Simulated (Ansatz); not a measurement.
The following input was run with Ansatz 0.2.0.

```yaml
crystal:
  lattice:
    - [2.7502520091, 1.5878587378, 2.2471521416]
    - [-2.7502520091, 1.5878587378, 2.2471521416]
    - [0.0, -3.1757174756, 2.2471521416]
  atoms:
    - { symbol: Ba, position: [-0.0017276992, -0.0017276992, -0.0017276992] }
    - { symbol: Ti, position: [0.5042104875, 0.5042104875, 0.5042104875] }
    - { symbol: O, position: [0.4926779986, 0.4926779986, 0.9908612144] }
    - { symbol: O, position: [0.4926779986, 0.9908612144, 0.4926779986] }
    - { symbol: O, position: [0.9908612144, 0.4926779986, 0.4926779986] }
basis:
  ecutwfc: 420
kpoints:
  mp_grid: { grid: [6, 6, 6] }
hamiltonian:
  xc: pbe
scf:
  occupations: { method: gaussian, width: 0.02 }
output:
  forces: true
  stress: true
  eigenvalues: true
relax:
  adjacent_minimum: "off"
  f_tol: 0.01
  max_steps: 30
  cell: { stress_tol: 0.1, fix: [volume] }
```

Run as
```bash
ansatz run input.yaml --threads 1 --pin off --max-ram 2560MiB --backend cpu --events-out ev --progress --plain --runs-dir out
```

The calculation used DFT PBE, scalar-relativistic, plane waves, PAW in Ansatz 0.2.0.

From the run's log, abridged (iterations and final results):

```
SCF iter   1: F=—  HF=-10159.218000 eV  |F-HF|=—  |Δ(HF+E_count)|=         —  Δρ=1.81e-3  dr2=1.03e-3  ethr=1.77e-3  ⟨swp⟩=6.6  Hψ=4069  notcnv=0
SCF iter   2: F=—  HF=-10159.218141 eV  |F-HF|=—  |Δ(HF+E_count)|=   1.41e-4  Δρ=8.86e-4  dr2=2.75e-4  ethr=2.58e-6  ⟨swp⟩=2.0  Hψ=1748  notcnv=0  defer=4
SCF iter   3: F=—  HF=-10159.218236 eV  |F-HF|=—  |Δ(HF+E_count)|=   9.56e-5  Δρ=1.67e-4  dr2=2.82e-5  ethr=6.87e-7  ⟨swp⟩=2.8  Hψ=1324  notcnv=0  defer=7
SCF iter   4: F=—  HF=-10159.217655 eV  |F-HF|=—  |Δ(HF+E_count)|=   5.81e-4  Δρ=6.44e-5  dr2=2.58e-6  ethr=7.06e-8  ⟨swp⟩=2.1  Hψ=1391  notcnv=0  defer=7
SCF iter   5: F=—  HF=-10159.217655 eV  |F-HF|=—  |Δ(HF+E_count)|=   2.18e-8  Δρ=2.09e-5  dr2=1.59e-7  ethr=6.44e-9  ⟨swp⟩=2.7  Hψ=1389  notcnv=0  defer=7
SCF iter   6: F=-10159.217655 eV  HF=-10159.217655 eV  |F-HF|=1.06e-9  |Δ(HF+E_count)|=   9.53e-9  Δρ=3.91e-6  dr2=4.25e-9  ethr=2.50e-10  ⟨swp⟩=8.1  Hψ=3484  notcnv=0
SCF 1 converged in 6 iterations: F = -10159.217655 eV  dr2 = 4.25e-9
relax step   1: F+E_penalty+E_count = -10159.21765547 eV  Δ(F+E_penalty+E_count) = +0.000e0 eV  max|allowed force component| = 1.434e-1 eV/Å  Δτ_max = 0.0000 Å  P = +20.431 GPa  Ω = 58.880 Å³  fix = [volume]  reactions: volume +20.431 GPa (6 SCF iters, dr2 threshold 1.00e-7 eV, accepted)
Initial density: handed on by an earlier stage of this run
Initial wavefunctions: those handed on with the density
SCF iter   1: F=—  HF=-10159.218752 eV  |F-HF|=—  |Δ(HF+E_count)|=         —  Δρ=5.15e-4  dr2=1.69e-4  ethr=4.05e-7  ⟨swp⟩=2.0  Hψ=3809  notcnv=0
SCF iter   2: F=—  HF=-10159.218125 eV  |F-HF|=—  |Δ(HF+E_count)|=   6.27e-4  Δρ=2.76e-4  dr2=5.33e-5  ethr=4.05e-7  ⟨swp⟩=2.5  Hψ=1213  notcnv=0
SCF iter   3: F=—  HF=-10159.218111 eV  |F-HF|=—  |Δ(HF+E_count)|=   1.42e-5  Δρ=4.48e-5  dr2=1.08e-6  ethr=1.33e-7  ⟨swp⟩=2.0  Hψ=1178  notcnv=0
SCF iter   4: F=-10159.218111 eV  HF=-10159.218111 eV  |F-HF|=3.25e-8  |Δ(HF+E_count)|=   7.43e-8  Δρ=1.20e-5  dr2=5.45e-8  ethr=2.70e-9  ⟨swp⟩=2.7  Hψ=1358  notcnv=0
SCF iter   5: F=-10159.218111 eV  HF=-10159.218111 eV  |F-HF|=2.36e-10  |Δ(HF+E_count)|=   4.06e-8  Δρ=2.97e-6  dr2=3.08e-9  ethr=1.36e-10  ⟨swp⟩=2.1  Hψ=1216  notcnv=0
SCF iter   6: F=-10159.218111 eV  HF=-10159.218111 eV  |F-HF|=1.82e-12  |Δ(HF+E_count)|=   1.37e-9  Δρ=8.70e-7  dr2=3.07e-10  ethr=7.70e-12  ⟨swp⟩=2.1  Hψ=2423  notcnv=0
SCF 2 converged in 6 iterations: F = -10159.218111 eV  dr2 = 3.07e-10
relax step   2: F+E_penalty+E_count = -10159.21811098 eV  Δ(F+E_penalty+E_count) = -4.555e-4 eV  max|allowed force component| = 1.704e-1 eV/Å  Δτ_max = 0.0056 Å  P = +20.357 GPa  Ω = 58.880 Å³  energy of the carried Pulay correction = +7.345e-17 eV  fix = [volume]  reactions: volume +20.357 GPa (6 SCF iters, dr2 threshold 5.00e-7 eV, accepted)
SCF iter   1: F=—  HF=-10159.219380 eV  |F-HF|=—  |Δ(HF+E_count)|=         —  Δρ=4.01e-4  dr2=1.30e-4  ethr=3.15e-7  ⟨swp⟩=1.3  Hψ=3533  notcnv=0
SCF iter   2: F=—  HF=-10159.218752 eV  |F-HF|=—  |Δ(HF+E_count)|=   6.28e-4  Δρ=2.12e-4  dr2=4.03e-5  ethr=3.15e-7  ⟨swp⟩=2.1  Hψ=1273  notcnv=0
SCF iter   3: F=-10159.218738 eV  HF=-10159.218739 eV  |F-HF|=1.21e-7  |Δ(HF+E_count)|=   1.34e-5  Δρ=3.21e-5  dr2=4.72e-7  ethr=1.01e-7  ⟨swp⟩=2.0  Hψ=1159  notcnv=0
SCF iter   4: F=-10159.218739 eV  HF=-10159.218739 eV  |F-HF|=1.46e-11  |Δ(HF+E_count)|=   2.24e-8  Δρ=8.03e-6  dr2=3.04e-8  ethr=1.18e-9  ⟨swp⟩=2.7  Hψ=1426  notcnv=0
SCF iter   5: F=-10159.218739 eV  HF=-10159.218739 eV  |F-HF|=3.71e-10  |Δ(HF+E_count)|=   7.50e-9  Δρ=3.03e-6  dr2=2.98e-9  ethr=7.60e-11  ⟨swp⟩=2.0  Hψ=1293  notcnv=0
SCF iter   6: F=-10159.218739 eV  HF=-10159.218739 eV  |F-HF|=4.55e-11  |Δ(HF+E_count)|=  5.04e-10  Δρ=8.62e-7  dr2=2.88e-10  ethr=7.45e-12  ⟨swp⟩=2.0  Hψ=2459  notcnv=0
SCF 3 converged in 6 iterations: F = -10159.218739 eV  dr2 = 2.88e-10
relax step   3: F+E_penalty+E_count = -10159.21873864 eV  Δ(F+E_penalty+E_count) = -6.277e-4 eV  max|allowed force component| = 1.444e-1 eV/Å  Δτ_max = 0.0026 Å  P = +20.299 GPa  Ω = 58.880 Å³  fix = [volume]  reactions: volume +20.299 GPa (6 SCF iters, dr2 threshold 5.00e-7 eV, accepted)
SCF iter   1: F=—  HF=-10159.220872 eV  |F-HF|=—  |Δ(HF+E_count)|=         —  Δρ=1.23e-3  dr2=9.85e-4  ethr=2.38e-6  ⟨swp⟩=1.9  Hψ=3578  notcnv=0
SCF iter   2: F=—  HF=-10159.220642 eV  |F-HF|=—  |Δ(HF+E_count)|=   2.30e-4  Δρ=6.59e-4  dr2=3.11e-4  ethr=2.38e-6  ⟨swp⟩=1.0  Hψ=800  notcnv=0
SCF iter   3: F=—  HF=-10159.219940 eV  |F-HF|=—  |Δ(HF+E_count)|=   7.02e-4  Δρ=7.37e-5  dr2=1.87e-6  ethr=7.78e-7  ⟨swp⟩=2.0  Hψ=1150  notcnv=0
SCF iter   4: F=-10159.219941 eV  HF=-10159.219941 eV  |F-HF|=9.37e-8  |Δ(HF+E_count)|=   5.74e-7  Δρ=2.09e-5  dr2=2.36e-7  ethr=4.67e-9  ⟨swp⟩=2.0  Hψ=1416  notcnv=0
SCF iter   5: F=-10159.219941 eV  HF=-10159.219941 eV  |F-HF|=1.91e-9  |Δ(HF+E_count)|=   9.13e-9  Δρ=6.02e-6  dr2=1.67e-8  ethr=5.89e-10  ⟨swp⟩=2.4  Hψ=1406  notcnv=0
SCF iter   6: F=-10159.219941 eV  HF=-10159.219941 eV  |F-HF|=3.64e-10  |Δ(HF+E_count)|=   3.39e-9  Δρ=1.40e-6  dr2=6.75e-10  ethr=4.19e-11  ⟨swp⟩=2.8  Hψ=2499  notcnv=0
SCF 4 converged in 6 iterations: F = -10159.219941 eV  dr2 = 6.75e-10
relax step   4: F+E_penalty+E_count = -10159.21994086 eV  Δ(F+E_penalty+E_count) = -1.202e-3 eV  max|allowed force component| = 8.072e-2 eV/Å  Δτ_max = 0.0091 Å  P = +20.148 GPa  Ω = 58.880 Å³  energy of the carried Pulay correction = +7.345e-17 eV  fix = [volume]  reactions: volume +20.148 GPa (6 SCF iters, dr2 threshold 5.00e-7 eV, accepted)
SCF iter   1: F=—  HF=-10159.226643 eV  |F-HF|=—  |Δ(HF+E_count)|=         —  Δρ=5.03e-3  dr2=1.06e-2  ethr=2.54e-5  ⟨swp⟩=1.8  Hψ=3773  notcnv=0
SCF iter   2: F=—  HF=-10159.224194 eV  |F-HF|=—  |Δ(HF+E_count)|=   2.45e-3  Δρ=2.70e-3  dr2=3.23e-3  ethr=2.54e-5  ⟨swp⟩=2.1  Hψ=1001  notcnv=0
SCF iter   3: F=—  HF=-10159.223323 eV  |F-HF|=—  |Δ(HF+E_count)|=   8.71e-4  Δρ=3.07e-4  dr2=2.74e-5  ethr=8.07e-6  ⟨swp⟩=2.0  Hψ=1278  notcnv=0
SCF iter   4: F=—  HF=-10159.222872 eV  |F-HF|=—  |Δ(HF+E_count)|=   4.50e-4  Δρ=5.83e-5  dr2=1.21e-6  ethr=6.86e-8  ⟨swp⟩=2.1  Hψ=1367  notcnv=0
SCF iter   5: F=-10159.222873 eV  HF=-10159.222873 eV  |F-HF|=3.80e-8  |Δ(HF+E_count)|=   2.64e-7  Δρ=1.53e-5  dr2=7.87e-8  ethr=3.03e-9  ⟨swp⟩=2.0  Hψ=1347  notcnv=0
SCF iter   6: F=-10159.222873 eV  HF=-10159.222873 eV  |F-HF|=7.22e-10  |Δ(HF+E_count)|=   5.45e-8  Δρ=2.44e-6  dr2=1.71e-9  ethr=1.97e-10  ⟨swp⟩=3.1  Hψ=2939  notcnv=0
SCF 5 converged in 6 iterations: F = -10159.222873 eV  dr2 = 1.71e-9
relax step   5: F+E_penalty+E_count = -10159.22287276 eV  Δ(F+E_penalty+E_count) = -2.932e-3 eV  max|allowed force component| = 5.152e-3 eV/Å  Δτ_max = 0.0426 Å  P = +19.855 GPa  Ω = 58.880 Å³  energy of the carried Pulay correction = +2.086e-14 eV  fix = [volume]  reactions: volume +19.855 GPa (6 SCF iters, dr2 threshold 4.07e-7 eV, accepted)
SCF iter   1: F=—  HF=-10159.223393 eV  |F-HF|=—  |Δ(HF+E_count)|=         —  Δρ=5.26e-4  dr2=1.16e-4  ethr=2.76e-7  ⟨swp⟩=2.1  Hψ=3734  notcnv=0
SCF iter   2: F=—  HF=-10159.223366 eV  |F-HF|=—  |Δ(HF+E_count)|=   2.70e-5  Δρ=2.82e-4  dr2=3.52e-5  ethr=2.76e-7  ⟨swp⟩=1.5  Hψ=975  notcnv=0
SCF iter   3: F=—  HF=-10159.222918 eV  |F-HF|=—  |Δ(HF+E_count)|=   4.48e-4  Δρ=3.44e-5  dr2=3.60e-7  ethr=8.79e-8  ⟨swp⟩=2.3  Hψ=1400  notcnv=0
SCF iter   4: F=-10159.222918 eV  HF=-10159.222918 eV  |F-HF|=4.13e-9  |Δ(HF+E_count)|=   1.08e-7  Δρ=7.44e-6  dr2=2.39e-8  ethr=9.01e-10  ⟨swp⟩=2.8  Hψ=1357  notcnv=0
SCF iter   5: F=-10159.222918 eV  HF=-10159.222918 eV  |F-HF|=7.77e-10  |Δ(HF+E_count)|=   8.36e-9  Δρ=2.44e-6  dr2=1.82e-9  ethr=5.98e-11  ⟨swp⟩=2.6  Hψ=1395  notcnv=0
SCF iter   6: F=-10159.222918 eV  HF=-10159.222918 eV  |F-HF|=9.09e-12  |Δ(HF+E_count)|=  1.64e-11  Δρ=6.45e-7  dr2=1.41e-10  ethr=4.54e-12  ⟨swp⟩=2.8  Hψ=2475  notcnv=0
SCF 6 converged in 6 iterations: F = -10159.222918 eV  dr2 = 1.41e-10
relax step   6: F+E_penalty+E_count = -10159.22291814 eV  Δ(F+E_penalty+E_count) = -4.538e-5 eV  max|allowed force component| = 7.567e-4 eV/Å  Δτ_max = 0.0044 Å  P = +19.852 GPa  Ω = 58.880 Å³  energy of the carried Pulay correction = +9.548e-16 eV  fix = [volume]  reactions: volume +19.852 GPa (6 SCF iters, dr2 threshold 6.51e-8 eV, accepted)
Initial wavefunctions: pseudopotential atomic-orbital guess (no wavefunctions were taken with the density)
SCF iter   1: F=—  HF=-10159.223469 eV  |F-HF|=—  |Δ(HF+E_count)|=         —  Δρ=2.96e-5  dr2=2.09e-7  ethr=1.39e-8  ⟨swp⟩=3.6  Hψ=6493  notcnv=0
SCF iter   2: F=—  HF=-10159.223030 eV  |F-HF|=—  |Δ(HF+E_count)|=   4.39e-4  Δρ=1.30e-5  dr2=3.71e-8  ethr=5.23e-10  ⟨swp⟩=3.0  Hψ=1726  notcnv=0
SCF iter   3: F=—  HF=-10159.223030 eV  |F-HF|=—  |Δ(HF+E_count)|=   1.75e-8  Δρ=8.84e-6  dr2=1.65e-8  ethr=9.28e-11  ⟨swp⟩=1.3  Hψ=825  notcnv=0
SCF iter   4: F=—  HF=-10159.223030 eV  |F-HF|=—  |Δ(HF+E_count)|=   2.01e-8  Δρ=2.88e-6  dr2=2.24e-9  ethr=4.13e-11  ⟨swp⟩=1.2  Hψ=810  notcnv=0
SCF iter   5: F=—  HF=-10159.223030 eV  |F-HF|=—  |Δ(HF+E_count)|=   1.06e-9  Δρ=1.28e-6  dr2=4.52e-10  ethr=5.60e-12  ⟨swp⟩=1.5  Hψ=835  notcnv=0
SCF iter   6: F=-10159.223030 eV  HF=-10159.223030 eV  |F-HF|=3.46e-11  |Δ(HF+E_count)|=  5.28e-11  Δρ=7.14e-7  dr2=1.33e-10  ethr=1.00e-12  ⟨swp⟩=4.7  Hψ=2756  notcnv=0
SCF 7 converged in 6 iterations: F = -10159.223030 eV  dr2 = 1.33e-10
SCF converged after 6 iterations
Free energy (F): -10159.223030 eV
Harris-Foulkes:  -10159.223030 eV  (|F-HF|=3.46e-11)
Internal energy: -10159.223030 eV  (E = F + TS)
E sigma→0 (E₀):  -10159.223030 eV
Fermi energy:    12.550948 eV
--- Per-component energies (eV) ---
  E_band       = -88.454274
  E_kinetic    = 980.537970
  E_local      = -1990.621712  (includes V_loc(G=0)·N_el)
  E_nonlocal   = 204.270797
  E_hartree    = 789.007518
  E_xc         = -494.348731
  E_vxc        = -550.094408  (∫ρ·V_xc dr)
  E_paw        = -6745.891108  (= ΣΔE_a)
  E_vpaw       = -310.569476  (= ΣTr[D̂ρ^β])
  E_aug_tail   = 0.007646  (compensation charges beyond the density's cutoff)
  E_ewald      = -2902.185411
  E_smearing   =  0.000000  (= −TS)
--- Forces (eV/Å), atoms counted from 1 ---
  atom   1  Ba     0.00000000     0.00000000    -0.00001737
  atom   2  Ti     0.00000000     0.00000000    -0.00052771
  atom   3  O      0.00000000    -0.00075651     0.00017916
  atom   4  O     -0.00065516     0.00037825     0.00017916
  atom   5  O      0.00065516     0.00037825     0.00017916
--- Stress (GPa, compression-positive) ---
       19.853464       0.000000       0.000000
        0.000000      19.853464       0.000000
        0.000000       0.000000      19.852317
  P = ⅓ Tr σ = 19.8531 GPa (198.531 kbar)
--- Band table (eV; the first three rows and the last of 32) ---
  k-point 0: bands = ["-44.6019", "-20.8827", "-20.8827", "-20.8827", "-12.8771", "-5.4444", "-4.8339", "-4.8339", "1.9067", "1.9067", "1.9067", "9.3809", "9.3809", "9.3809", "10.2975", "10.2975", "10.2975", "11.5549", "11.5549", "11.5549", "13.5460", "13.5460", "13.5460", "16.1417", "16.1417"]
  k-point 1: bands = ["-44.6016", "-20.9028", "-20.8818", "-20.8818", "-12.8297", "-5.5040", "-4.8234", "-4.7754", "1.9617", "1.9617", "2.0601", "8.8647", "9.2627", "9.2627", "10.0123", "10.0123", "10.0526", "10.8768", "11.3467", "11.3467", "13.5839", "14.1335", "14.1335", "16.1520", "16.8953"]
  k-point 2: bands = ["-44.6009", "-20.9426", "-20.8801", "-20.8801", "-12.7317", "-5.7357", "-4.8022", "-4.5144", "2.0776", "2.0776", "2.3628", "7.8564", "8.8870", "8.8870", "9.6274", "9.7310", "9.7310", "9.9491", "11.0372", "11.0373", "13.6623", "15.0987", "15.0987", "16.1599", "17.9767"]
  k-point 31: bands = ["-44.5977", "-20.9520", "-20.9520", "-20.9519", "-12.4685", "-4.4592", "-4.4592", "-4.4592", "0.9556", "0.9556", "0.9556", "6.9481", "7.4738", "7.4738", "9.3077", "9.3078", "9.3078", "11.5559", "11.5559", "11.5559", "16.3304", "16.3304", "16.3304", "18.8175", "18.8175"]
--- Relaxed structure (6 steps of the walk, 6 accepted, 1 SCFs on fresh bases) ---
  F+E_penalty+E_count = -10159.22303007 eV   max|allowed force component| = 7.565e-4 eV/Å   (the final SCF, on the basis selected at the relaxed cell)
  cell:  # Å, volume = 58.8800 Å³
    - [2.75089350, 1.58822910, 2.24610421]
    - [-2.75089350, 1.58822910, 2.24610421]
    - [0.0, -3.17645820, 2.24610421]
  atoms:
    - { symbol: Ba, position: [-0.00424077, -0.00424077, -0.00424077] }
    - { symbol: Ti, position: [0.49580947, 0.49580947, 0.49580947] }
    - { symbol: O, position: [0.49571641, 0.49571641, 0.99569847] }
    - { symbol: O, position: [0.49571641, 0.99569847, 0.49571641] }
    - { symbol: O, position: [0.99569847, 0.49571641, 0.49571641] }
```

The relaxation met its thresholds.

It took 41 s on 1 thread of Arm Neoverse V1 (shared host), peak memory 0.38 GiB.